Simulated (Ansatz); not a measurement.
# TaN: the cost of one run

Program: Ansatz 0.2.0. Level of theory: DFT PBE, scalar-relativistic, plane waves, PAW. These are calculated values, not measurements.

2 further runs of the same task are left out: 2 set aside as unsound or not needed.

## 1. The starting structure

The structure is hexagonal, space group P6/mmm (No. 191). The conventional cell has a = 5.185 Å, b = 5.185 Å, c = 2.908 Å, α = 90.00°, β = 90.00°, γ = 120.00°. Around Ta (site symmetry 6/mmm) lie 6 N at 2.59 Å and 2 Ta at 2.91 Å. Ta (site symmetry -6m2) is surrounded by 6 N at 2.09 Å. Around N (site symmetry mmm) lie 6 Ta at 2.09 to 2.59 Å.

As a file:

```
Ta N
1.0
     5.18500    0.00000    0.00000
    -2.59250    4.49034    0.00000
     0.00000    0.00000    2.90800
Ta N
3 3
Direct
  0.00000 0.00000 0.00000
  0.33333 0.66667 0.50000
  0.66667 0.33333 0.50000
  0.50000 0.00000 0.00000
  0.50000 0.50000 0.00000
  0.00000 0.50000 0.00000
```

Source of the structure: the Crystallography Open Database.

(A quick probe on a coarse mesh, which set the mesh and smearing, is not shown.)

## 3. Coarse relaxation

The input, input.yaml:

```yaml
crystal:
  lattice:
    - [5.1849992558, 0.0, 0.0]
    - [-2.5924996279, 4.4903410741, 0.0]
    - [0.0, 0.0, 2.908]
  atoms:
    - { symbol: Ta, position: [0.0, 0.0, 0.0] }
    - { symbol: Ta, position: [0.3333333333, 0.6666666667, 0.5] }
    - { symbol: Ta, position: [0.6666666667, 0.3333333333, 0.5] }
    - { symbol: "N", position: [0.5, 0.0, 0.0] }
    - { symbol: "N", position: [0.5, 0.5, 0.0] }
    - { symbol: "N", position: [0.0, 0.5, 0.0] }
basis:
  ecutwfc: 420
kpoints:
  mp_grid: { grid: [6, 6, 8] }
hamiltonian:
  xc: pbe
scf:
  occupations: { method: gaussian, width: 0.1 }
output:
  forces: true
  stress: true
  eigenvalues: true
relax:
  adjacent_minimum: "off"
  f_tol: 0.05
  max_steps: 80
  cell: { stress_tol: 0.5 }
```

On the command line:

```console
> ansatz run input.yaml --threads 1 --pin off --max-ram 2560MiB --backend cpu --events-out ev --progress --plain --runs-dir out
```

Q: Estimate wall time and peak memory on 1 thread of Intel Xeon 6975P-C (Granite Rapids), shared host.

About 12 s, with a peak of 0.4 GiB.
